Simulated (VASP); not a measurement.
ZnO (rocksalt): one PBE single-point calculation in two programs

```cif
data_structure
_symmetry_space_group_name_H-M 'P 1'
_symmetry_Int_Tables_number 1
_cell_length_a 3.0176
_cell_length_b 3.0176
_cell_length_c 3.0176
_cell_angle_alpha 60.000
_cell_angle_beta 60.000
_cell_angle_gamma 60.000
_cell_volume 19.43
loop_
_atom_site_label
_atom_site_type_symbol
_atom_site_fract_x
_atom_site_fract_y
_atom_site_fract_z
_atom_site_occupancy
Zn1 Zn 0.00000 0.00000 0.00000 1
O1 O 0.50000 0.50000 0.50000 1
```

The two codes use different PAW datasets and cutoffs. VASP's cell holds 18 valence electrons and Ansatz's 18. Ansatz's stress includes a Pulay correction; VASP's doesn't. Ansatz solved a whole band path, VASP its corner points and band edges.

Cutoffs: 520 eV in VASP, 420 eV in Ansatz. k meshes: 10×10×10 and 10×10×10.

|  | VASP | Ansatz |
| --- | --- | --- |
| gap between bands v and c | 0.92 eV | 0.95 eV |
| least direct gap | 2.32 eV | 2.35 eV |
| pressure | 9.1 GPa | 8.0 GPa |

Band v is the last that the valence electrons fill when counted band by band, and c is the next. Levels in eV from the top of v, Ansatz:

| point | v−1 | v | c | c+1 |
| --- | --- | --- | --- | --- |
| Γ | -1.40 | -1.40 | 0.95 | 17.97 |
| X | -2.84 | -2.84 | 4.30 | 10.73 |
| W | -3.45 | -2.14 | 6.93 | 10.53 |
| K | -3.13 | -1.47 | 6.14 | 9.85 |
| L | 0.00 | 0.00 | 5.47 | 9.18 |

VASP:

```tsv
point	v−1	v	c	c+1
Γ	-1.40	-1.40	0.92	18.03
X	-2.85	-2.85	4.25	10.72
W	-3.45	-2.13	6.90	10.53
K	-3.12	-1.47	6.10	9.84
L	0.00	0.00	5.44	9.16
```
